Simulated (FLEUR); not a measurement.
Here is a FLEUR MaX-R8.1 (later development tree) calculation.

The input inp.xml:

```xml
<?xml version="1.0" encoding="UTF-8" standalone="no"?>
<fleurInput fleurInputVersion="0.39">
   <comment>
      KCl                                                                                                 
   </comment>
   <calculationSetup>
      <cutoffs Kmax="4.1" Gmax="12.7" GmaxXC="12.7" numbands="0"/>
      <scfLoop itmax="60" minDistance="0.00001" maxIterBroyd="15" imix="Anderson" alpha="0.05" precondParam="0.0" spinf="2.0" sdNocoIR="T"/>
      <coreElectrons ctail="F" frcor="F" kcrel="0" coretail_lmax="0"/>
      <xcFunctional name="LibXC" relativisticCorrections="F">
         <LibXCName exchange="mgga_x_r2scan" correlation="mgga_c_r2scan"/>
         <AuxGGA exchange="117" correlation="130"/>
      </xcFunctional>
      <magnetism jspins="1"/>
      <soc l_soc="F" theta="0.0" phi="0.0" spav="F"/>
      <expertModes spex="0" secvar="F"/>
      <geometryOptimization l_f="F" forcealpha="1.0" forcemix="BFGS" epsdisp="0.00001" epsforce="0.00001"/>
      <ldaU l_linMix="F" mixParam="0.05" spinf="1.0"/>
   </calculationSetup>
   <cell>
      <bzIntegration valenceElectrons="16.0" mode="hist" fermiSmearingEnergy="0.00183747">
         <kPointListSelection listName="default-1"/>
         <!-- k-points included here -->
         <xi:include xmlns:xi="http://www.w3.org/2001/XInclude" href="kpts.xml"> </xi:include>
      </bzIntegration>
      <!-- symmetry operations included here -->
      <xi:include xmlns:xi="http://www.w3.org/2001/XInclude" href="sym.xml"> </xi:include>
      <bulkLattice scale="1.0">
         <bravaisMatrix>
            <row-1>    0.0000000000000000     5.9459665592701612     5.9459665592701612</row-1>
            <row-2>    5.9459665592701612     0.0000000000000000     5.9459665592701612</row-2>
            <row-3>    5.9459665592701612     5.9459665592701612     0.0000000000000000</row-3>
         </bravaisMatrix>
      </bulkLattice>
   </cell>
   <atomSpecies>
      <species name="Potassium (K)" element="K" atomicNumber="19">
         <mtSphere radius="2.66" gridPoints="879" logIncrement="0.014"/>
         <atomicCutoffs lmax="11" lnonsphr="8"/>
         <electronConfig flipSpins="F">
            <coreConfig>(1s1/2) (2s1/2) (2p1/2) (2p3/2)</coreConfig>
            <valenceConfig>(3s1/2) (3p1/2) (3p3/2) (4s1/2)</valenceConfig>
            <stateOccupation state="(4s1/2)" spinUp="0.500000" spinDown="0.500000"/>
         </electronConfig>
         <energyParameters s="4" p="3" d="3" f="4"/>
         <lo type="SCLO" l="0" n="3" eDeriv="0"/>
         <lo type="HELO" l="1" n="4" eDeriv="0"/>
         <lo type="HELO" l="1" n="4" eDeriv="1"/>
         <lo type="SCLO" l="2" n="3" eDeriv="2"/>
         <lo type="SCLO" l="3" n="4" eDeriv="2"/>
      </species>
      <species name="Chlorine (Cl)" element="Cl" atomicNumber="17">
         <mtSphere radius="2.66" gridPoints="879" logIncrement="0.014"/>
         <atomicCutoffs lmax="11" lnonsphr="8"/>
         <electronConfig flipSpins="F">
            <coreConfig>(1s1/2) (2s1/2) (2p1/2) (2p3/2)</coreConfig>
            <valenceConfig>(3s1/2) (3p1/2) (3p3/2)</valenceConfig>
            <stateOccupation state="(3p1/2)" spinUp="0.833333" spinDown="0.833333"/>
            <stateOccupation state="(3p3/2)" spinUp="1.666667" spinDown="1.666667"/>
         </electronConfig>
         <energyParameters s="3" p="3" d="3" f="4"/>
         <lo type="SCLO" l="0" n="3" eDeriv="2"/>
         <lo type="SCLO" l="1" n="3" eDeriv="2"/>
         <lo type="SCLO" l="2" n="3" eDeriv="2"/>
         <lo type="SCLO" l="3" n="4" eDeriv="2"/>
      </species>
   </atomSpecies>
   <atomGroups>
      <atomGroup species="Potassium (K)">
         <relPos label="                   1">.0000000000 .0000000000 .0000000000</relPos>
         <force calculate="T" relaxXYZ="TTT"/>
      </atomGroup>
      <atomGroup species="Chlorine (Cl)">
         <relPos label="                   2">1.000/2.000 1.000/2.000 1.000/2.000</relPos>
         <force calculate="T" relaxXYZ="TTT"/>
      </atomGroup>
   </atomGroups>
   <output dos="F" band="F" slice="F">
      <checks vchk="F" cdinf="F"/>
      <bandDOS minEnergy="-.5*Htr" maxEnergy="0.5*Htr" sigma="0.015" storeEVData="T"/>
      <vacuumDOS vacdos="F" integ="F" star="F" nstars="0" locx1="0.0" locy1="0.0" locx2="0.0" locy2="0.0" nstm="0" tworkf="0.0"/>
      <unfoldingBand unfoldBand="F" supercellX="1" supercellY="1" supercellZ="1"/>
      <plotting iplot="0" polar="F">
         <plot TwoD="T" vec1="  1.0  0.0  0.0" vec2="  0.0  1.0  0.0" vec3="  0.0  0.0  1.0" zero="  0.0  0.0  0.0" file="plot"/>
      </plotting>
      <chargeDensitySlicing numkpt="0" minEigenval="0.0" maxEigenval="0.0" nnne="0" pallst="F"/>
      <specialOutput eonly="F"/>
      <moessbauerParams electricFieldGradient="T" isomerShift="T" coreHyperfine="T" valenceHyperfine="T"/>
      <magneticCircularDichroism mcd="F" energyLo="-10.0" energyUp="0.0"/>
   </output>
  <!-- We include the file relax.xml here to enable relaxations (see documentation) -->
  <xi:include xmlns:xi="http://www.w3.org/2001/XInclude" href="relax.xml"> <xi:fallback/> </xi:include>
</fleurInput>
```

The input crystal.txt:

```
KCl
&input cartesian=F /
0.0000000000  3.1464700000  3.1464700000
3.1464700000  0.0000000000  3.1464700000
3.1464700000  3.1464700000  0.0000000000
1.8897261246
1.0 1.0 1.0

2
19 0.0000000000  0.0000000000  0.0000000000
17 0.5000000000  0.5000000000  0.5000000000

&kpt div1=7 div2=7 div3=7 gamma=T /
```

File inp.xml (bands):

```
<?xml version="1.0" encoding="UTF-8" standalone="no"?>
<fleurInput fleurInputVersion="0.39">
   <comment>
      KCl                                                                                                 
   </comment>
   <calculationSetup>
      <cutoffs Kmax="4.1" Gmax="12.7" GmaxXC="12.7" numbands="0"/>
      <scfLoop itmax="60" minDistance="0.00001" maxIterBroyd="15" imix="Anderson" alpha="0.05" precondParam="0.0" spinf="2.0" sdNocoIR="T"/>
      <coreElectrons ctail="F" frcor="F" kcrel="0" coretail_lmax="0"/>
      <xcFunctional name="LibXC" relativisticCorrections="F">
         <LibXCName exchange="mgga_x_r2scan" correlation="mgga_c_r2scan"/>
         <AuxGGA exchange="117" correlation="130"/>
      </xcFunctional>
      <magnetism jspins="1"/>
      <soc l_soc="F" theta="0.0" phi="0.0" spav="F"/>
      <expertModes spex="0" secvar="F"/>
      <geometryOptimization l_f="F" forcealpha="1.0" forcemix="BFGS" epsdisp="0.00001" epsforce="0.00001"/>
      <ldaU l_linMix="F" mixParam="0.05" spinf="1.0"/>
   </calculationSetup>
   <cell>
      <bzIntegration valenceElectrons="16.0" mode="hist" fermiSmearingEnergy="0.00183747">
         <kPointListSelection listName="path-1"/>
         <!-- k-points included here -->
         <xi:include xmlns:xi="http://www.w3.org/2001/XInclude" href="kpts.xml"> </xi:include>
      </bzIntegration>
      <!-- symmetry operations included here -->
      <xi:include xmlns:xi="http://www.w3.org/2001/XInclude" href="sym.xml"> </xi:include>
      <bulkLattice scale="1.0">
         <bravaisMatrix>
            <row-1>    0.0000000000000000     5.9459665592701612     5.9459665592701612</row-1>
            <row-2>    5.9459665592701612     0.0000000000000000     5.9459665592701612</row-2>
            <row-3>    5.9459665592701612     5.9459665592701612     0.0000000000000000</row-3>
         </bravaisMatrix>
      </bulkLattice>
   </cell>
   <atomSpecies>
      <species name="Potassium (K)" element="K" atomicNumber="19">
         <mtSphere radius="2.66" gridPoints="879" logIncrement="0.014"/>
         <atomicCutoffs lmax="11" lnonsphr="8"/>
         <electronConfig flipSpins="F">
            <coreConfig>(1s1/2) (2s1/2) (2p1/2) (2p3/2)</coreConfig>
            <valenceConfig>(3s1/2) (3p1/2) (3p3/2) (4s1/2)</valenceConfig>
            <stateOccupation state="(4s1/2)" spinUp="0.500000" spinDown="0.500000"/>
         </electronConfig>
         <energyParameters s="4" p="3" d="3" f="4"/>
         <lo type="SCLO" l="0" n="3" eDeriv="0"/>
         <lo type="HELO" l="1" n="4" eDeriv="0"/>
         <lo type="HELO" l="1" n="4" eDeriv="1"/>
         <lo type="SCLO" l="2" n="3" eDeriv="2"/>
         <lo type="SCLO" l="3" n="4" eDeriv="2"/>
      </species>
      <species name="Chlorine (Cl)" element="Cl" atomicNumber="17">
         <mtSphere radius="2.66" gridPoints="879" logIncrement="0.014"/>
         <atomicCutoffs lmax="11" lnonsphr="8"/>
         <electronConfig flipSpins="F">
            <coreConfig>(1s1/2) (2s1/2) (2p1/2) (2p3/2)</coreConfig>
            <valenceConfig>(3s1/2) (3p1/2) (3p3/2)</valenceConfig>
            <stateOccupation state="(3p1/2)" spinUp="0.833333" spinDown="0.833333"/>
            <stateOccupation state="(3p3/2)" spinUp="1.666667" spinDown="1.666667"/>
         </electronConfig>
         <energyParameters s="3" p="3" d="3" f="4"/>
         <lo type="SCLO" l="0" n="3" eDeriv="2"/>
         <lo type="SCLO" l="1" n="3" eDeriv="2"/>
         <lo type="SCLO" l="2" n="3" eDeriv="2"/>
         <lo type="SCLO" l="3" n="4" eDeriv="2"/>
      </species>
   </atomSpecies>
   <atomGroups>
      <atomGroup species="Potassium (K)">
         <relPos label="                   1">.0000000000 .0000000000 .0000000000</relPos>
         <force calculate="T" relaxXYZ="TTT"/>
      </atomGroup>
      <atomGroup species="Chlorine (Cl)">
         <relPos label="                   2">1.000/2.000 1.000/2.000 1.000/2.000</relPos>
         <force calculate="T" relaxXYZ="TTT"/>
      </atomGroup>
   </atomGroups>
   <output dos="F" band="T" slice="F">
      <checks vchk="F" cdinf="F"/>
      <bandDOS minEnergy="-.5*Htr" maxEnergy="0.5*Htr" sigma="0.015" storeEVData="T"/>
      <vacuumDOS vacdos="F" integ="F" star="F" nstars="0" locx1="0.0" locy1="0.0" locx2="0.0" locy2="0.0" nstm="0" tworkf="0.0"/>
      <unfoldingBand unfoldBand="F" supercellX="1" supercellY="1" supercellZ="1"/>
      <plotting iplot="0" polar="F">
         <plot TwoD="T" vec1="  1.0  0.0  0.0" vec2="  0.0  1.0  0.0" vec3="  0.0  0.0  1.0" zero="  0.0  0.0  0.0" file="plot"/>
      </plotting>
      <chargeDensitySlicing numkpt="0" minEigenval="0.0" maxEigenval="0.0" nnne="0" pallst="F"/>
      <specialOutput eonly="F"/>
      <moessbauerParams electricFieldGradient="T" isomerShift="T" coreHyperfine="T" valenceHyperfine="T"/>
      <magneticCircularDichroism mcd="F" energyLo="-10.0" energyUp="0.0"/>
   </output>
  <!-- We include the file relax.xml here to enable relaxations (see documentation) -->
  <xi:include xmlns:xi="http://www.w3.org/2001/XInclude" href="relax.xml"> <xi:fallback/> </xi:include>
</fleurInput>
```

Potentials or basis: all-electron, FLAPW.

Launch:

```sh
$ inpgen -f crystal.txt -profile fastHighL
$ # inp.xml edited to the form shown
$ fleur_MPI
$ fleur_MPI   # second run, on inp.xml (bands)
```

**Question.** Estimate the band gap on the k mesh.

**Answer.** 5.70 eV, direct.

**Question.** What does it give for the band gap along the path?

**Answer.** 5.70 eV, direct.

Levels at the corners of the path, in eV from the valence-band top:
| point | band 5 | band 6 | band 7 | band 8 | band 9 | band 10 | band 11 | band 12 |
| --- | --- | --- | --- | --- | --- | --- | --- | --- |
| Γ | -11.02 | 0.00 | 0.00 | 0.00 | 5.70 | 9.03 | 9.03 | 9.03 |
| X | -11.07 | -0.67 | -0.22 | -0.22 | 6.92 | 9.19 | 10.39 | 10.98 |
| W | -10.94 | -0.48 | -0.48 | -0.48 | 8.43 | 8.43 | 10.32 | 10.70 |
| K | -10.97 | -0.57 | -0.54 | -0.29 | 7.67 | 9.45 | 10.17 | 10.92 |
| Γ | -11.02 | 0.00 | 0.00 | 0.00 | 5.70 | 9.03 | 9.03 | 9.03 |
| L | -10.79 | -1.04 | -0.32 | -0.32 | 7.96 | 9.05 | 11.26 | 11.26 |
| U | -10.97 | -0.57 | -0.54 | -0.29 | 7.67 | 9.45 | 10.17 | 10.92 |
| W | -10.94 | -0.48 | -0.48 | -0.48 | 8.43 | 8.43 | 10.32 | 10.70 |
| L | -10.79 | -1.04 | -0.32 | -0.32 | 7.96 | 9.05 | 11.26 | 11.26 |
| K | -10.97 | -0.57 | -0.54 | -0.29 | 7.67 | 9.45 | 10.17 | 10.92 |
| U | -10.97 | -0.57 | -0.54 | -0.29 | 7.67 | 9.45 | 10.17 | 10.92 |
| X | -11.07 | -0.67 | -0.22 | -0.22 | 6.92 | 9.19 | 10.39 | 10.98 |

Caveat: the meta-GGA is that of a development version, with a GGA for the radial functions and cores and without core tails.

**The experiment to reproduce.**

From a printed reference work, monograph, for a bulk crystal of KCl: band gap 8.68 eV.

Against the measured gap of KCl, 8.68 eV (a printed reference work, monograph), the calculated 5.70 eV is off by -2.98 eV. The value is that of r2SCAN, without temperature or zero-point motion.
